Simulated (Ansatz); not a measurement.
The geometry is COD entry 1531482, unchecked; take it as a test cell.

Input and log of a run on N: DFT, PBE, all-electron PAW with datasets made for the crystal, scalar-relativistic (Ansatz 0.2.0).

```yaml
crystal:
  lattice:
    - [4.749, 0.0, 0.0]
    - [0.0, 7.873, 0.0]
    - [0.0, 0.0, 3.541]
  atoms:
    - { symbol: "N", position: [0.0205, 0.25, 0.6348] }
    - { symbol: "N", position: [0.9795, 0.75, 0.3652] }
    - { symbol: "N", position: [0.4795, 0.75, 0.1348] }
    - { symbol: "N", position: [0.5205, 0.25, 0.8652] }
kpoints:
  mp_grid: { grid: [7, 4, 9] }
  band_path:
    path:
      - [0.0, 0.0, 0.0]
      - [0.5, 0.0, 0.0]
      - [0.5, 0.5, 0.0]
      - [0.0, 0.5, 0.0]
      - [0.0, 0.0, 0.0]
      - [0.0, 0.0, 0.5]
      - [0.5, 0.0, 0.5]
      - [0.5, 0.5, 0.5]
      - [0.0, 0.5, 0.5]
    npoints: 8
scf:
  occupations: { method: fermi_dirac, width: 0.01 }
hamiltonian:
  xc: pbe
  pseudopotentials: { kind: all_electron, datasets: crystal }
output:
  forces: true
  stress: true
  eigenvalues: true
  efg: { contact_densities: true }
```

What the program printed:

```
hamiltonian.pseudopotentials.datasets: crystal makes datasets for this crystal and solves the spheres of its atoms anew in each pass: cutoff 180.0 eV, the density's 720.0 eV; for an error of 0.50 meV an atom under PBE, 2.0 meV for the cell; an energy difference from a run of another recipe may be off by several times the error for the cell, under r2SCAN by more, where some 0.1 meV an atom stays at smaller errors; N in spheres of 1.254 Å, 5 of its electrons in bands
Engine: ansatz 0.2.0
Pseudopotentials: kind: all_electron
Pseudopotential: N, paw, valence charge 5, recommended cutoff 180 eV (normal), Koelling and Harmon's equation, gaussian nucleus
Functional definition: PBE
  parameter kappa = 0.804
  parameter beta = 0.06672455060314922
  exchange = pbe_x(kappa = kappa, mu = beta*pi^2/3)
  correlation = pbe_c(beta = beta)
Crystal: 4 atoms, lattice volume = 132.394 Å³
Basis set: ecut = 180 eV, 741 PW (Γ), exchange–correlation on 48×72×32 points (8 copies of the dense FFT grid, shifted against one another)
Bands: 14, of which v1, the nominal top of the filled ones, is band 10 counted from 1 (9 counted from 0)
Symmetry: 8 space group operations
Space group: Pnma (ITA 62), of the structure as read, at distance tolerance 5.1e-5 Å
k-points: 60 of 252
Non-local potential: N, projectors of the file, l = 0: 1, l = 1: 2
PAW form: soft (Blöchl's): semilocal exchange-correlation on the pseudo side does not see the compensation charge
PAW one-centre angular grid: N, 110 points (default); XC on its mesh's 2031 points in the sphere
Initial density: superposition of atomic densities (neutral atoms: chi_scale 0, normalization atom)
Initial wavefunctions: pseudopotential atomic-orbital guess
Functional: x = pbe(κ = 0.804, μ = 0.2195149727645171), c = pbe(β = 0.06672455060314922)
iter 1 solved again at ethr=1.68e-3 eV; its pass at ethr=1.00e-1 eV (dr2=3.36e-1 eV) is discarded
SCF iter   1: F=—  HF=-5934.596316 eV  |F-HF|=—  |Δ(HF+E_count)|=         —  Δρ=1.83e-2  dr2=3.64e-1  ethr=1.68e-3  ⟨swp⟩=2.6  Hψ=3890  notcnv=0
preconditioner: auto → LDOS  [metal: Δε(μ)=0.006 eV  Ē_g=5.429 eV  σ=0.010 eV  W_gap=0.15  n_scr=16 (ndim 8)  ℏωp=14.4 eV  f_vac=0.273  D(μ)=13.67/eV (n_scr^D=176)  β→1.0]
SCF iter   2: F=—  HF=-5934.460059 eV  |F-HF|=—  |Δ(HF+E_count)|=   1.36e-1  Δρ=5.19e-3  dr2=3.41e-2  ethr=1.68e-3  ⟨swp⟩=3.0  Hψ=2332  notcnv=0
SCF iter   3: F=—  HF=-5934.470416 eV  |F-HF|=—  |Δ(HF+E_count)|=   1.04e-2  Δρ=3.02e-3  dr2=1.26e-2  ethr=1.70e-4  ⟨swp⟩=2.9  Hψ=1764  notcnv=0
SCF iter   4: F=—  HF=-5934.475204 eV  |F-HF|=—  |Δ(HF+E_count)|=   4.79e-3  Δρ=1.35e-3  dr2=2.00e-3  ethr=6.32e-5  ⟨swp⟩=2.6  Hψ=1741  notcnv=0
iter 5 solved again at ethr=4.83e-7 eV; its pass at ethr=1.00e-5 eV (dr2=9.67e-5 eV) is discarded
SCF iter   5: F=—  HF=-5934.475056 eV  |F-HF|=—  |Δ(HF+E_count)|=   1.47e-4  Δρ=4.02e-4  dr2=1.13e-4  ethr=4.83e-7  ⟨swp⟩=3.8  Hψ=4207  notcnv=0
eigensolver tolerance schedule calibrated: the retry pair's looser diagonalisation under-reported the residual by θ = 0.14 (0.11/decade); ethr = c·dr2/N_el runs at the constant in force after the calibration composes with the one it found (an armed cap, an earlier calibration), c = 8.5e-2
SCF iter   6: F=—  HF=-5934.475050 eV  |F-HF|=—  |Δ(HF+E_count)|=   5.95e-6  Δρ=1.54e-4  dr2=1.83e-5  ethr=4.80e-7  ⟨swp⟩=2.0  Hψ=1460  notcnv=0
SCF iter   7: F=—  HF=-5934.475038 eV  |F-HF|=—  |Δ(HF+E_count)|=   1.22e-5  Δρ=6.52e-5  dr2=2.91e-6  ethr=7.77e-8  ⟨swp⟩=3.7  Hψ=1823  notcnv=0
SCF iter   8: F=—  HF=-5934.475039 eV  |F-HF|=—  |Δ(HF+E_count)|=   8.83e-7  Δρ=1.57e-5  dr2=1.77e-7  ethr=1.24e-8  ⟨swp⟩=2.8  Hψ=1579  notcnv=0
SCF iter   9: F=-5934.475039 eV  HF=-5934.475039 eV  |F-HF|=2.78e-9  |Δ(HF+E_count)|=   1.44e-7  Δρ=2.48e-6  dr2=5.99e-9  ethr=7.53e-10  ⟨swp⟩=4.4  Hψ=2181  notcnv=0
SCF 1 converged in 9 iterations: F = -5934.475039 eV  dr2 = 5.99e-9
  Residual-converged pass: ⟨swp⟩=4.2  Hψ=2141  notcnv=0  max |occ|·‖R‖ = 6.6e-6 eV (tolerance 6.7e-6 eV)  dr2=6.07e-9  dr2_onsite=4.29e-9  max |Δocc| = 8.2e-9
  greatest PAW one-centre occupation: 0.946 electrons in one spin orbital (limit 2), on the N atom at site 3 (counted from 0), in its partial waves of l = 0
NSCF: frozen V_eff on 65 k-points
SCF converged after 9 iterations
Free energy (F): -5934.475039 eV
Harris-Foulkes:  -5934.475039 eV  (|F-HF|=2.78e-9)
Internal energy: -5934.469961 eV  (E = F + TS)
E sigma→0 (E₀):  -5934.472500 eV
Entropy (-TS):   -0.005078 eV (-1.270 meV/atom)
Past the cutoff: the bands carry plane waves up to 1.75 times it, of which those up to 1.5 times it add -0.000633 eV an atom, each by itself; the spheres take 0.000718 eV an atom off the energy for waves past 1.75 times it
By the cutoff:   a pressure is off by up to 0.008 GPa (1.2 times the spheres' own share and the shells' term, over an atom's volume, and 0.004 GPa: a bound that held against runs at twice the plane waves)
Past the cutoffs: a stress includes 0.0018 GPa for waves and charges beyond them, in addition to the slope of what the spheres take
In the spheres:  the bands' charges fall short by 8.1e-7 e at most (sound up to 1e-3)
Fermi energy:    -4.185766 eV
--- Per-component energies (eV) ---
  The terms above E_closure are by the made datasets' own strengths, without shells solved beside the bands.
--- Forces (eV/Å), atoms counted from 1 ---
  atom   1  N     -0.00391209     0.00000000     1.00411369
  atom   2  N      0.00391209    -0.00000000    -1.00411369
  atom   3  N      0.00391209     0.00000000     1.00411369
  atom   4  N     -0.00391209    -0.00000000    -1.00411369
  max |Σ_I F_I| component: 0.00e0 eV/Å
--- Stress (GPa, compression-positive) ---
      -25.334713      -0.000000      -0.000000
       -0.000000      -0.779714      -0.000000
       -0.000000      -0.000000      -5.850976
  P = ⅓ Tr σ = -10.6551 GPa (-106.551 kbar)
--- PAW observables at the nuclei: V_zz in 10²¹ V/m², potentials from the cell's mean, atoms counted from 1 ---
  atom   1  N  V_zz =    -2.025367   η = 0.4550   by run symmetry: allowed
            electrostatic potential = -500.299879 V   contact ρ = 1428.289235 e/Å³
  atom   2  N  V_zz =    -2.025367   η = 0.4550   by run symmetry: allowed
            electrostatic potential = -500.299879 V   contact ρ = 1428.289235 e/Å³
  atom   3  N  V_zz =    -2.025367   η = 0.4550   by run symmetry: allowed
            electrostatic potential = -500.299879 V   contact ρ = 1428.289235 e/Å³
  atom   4  N  V_zz =    -2.025367   η = 0.4550   by run symmetry: allowed
            electrostatic potential = -500.299879 V   contact ρ = 1428.289235 e/Å³
--- Band table (eV; the first three rows and the last of 60) ---
  k-point 0: bands = ["-16.6012", "-16.5454", "-15.0723", "-15.0412", "-6.0219", "-5.9532", "-5.1439", "-4.5578", "-3.9050", "-3.8857", "-3.8159", "-3.8090", "-3.8014"]
  k-point 1: bands = ["-16.5771", "-16.5241", "-15.0686", "-15.0389", "-5.9913", "-5.9263", "-5.1029", "-4.5470", "-4.1282", "-4.1068", "-3.8062", "-3.7791", "-3.7786"]
  k-point 2: bands = ["-16.5137", "-16.4692", "-15.0599", "-15.0348", "-5.9107", "-5.8565", "-4.9905", "-4.5256", "-4.4961", "-4.4764", "-3.8902", "-3.8805", "-3.7792"]
  k-point 59: bands = ["-15.9117", "-15.9117", "-15.6191", "-15.6191", "-5.4313", "-5.4313", "-5.0713", "-5.0713", "-4.2633", "-4.2633", "-4.0556", "-4.0556", "-3.6029"]
```
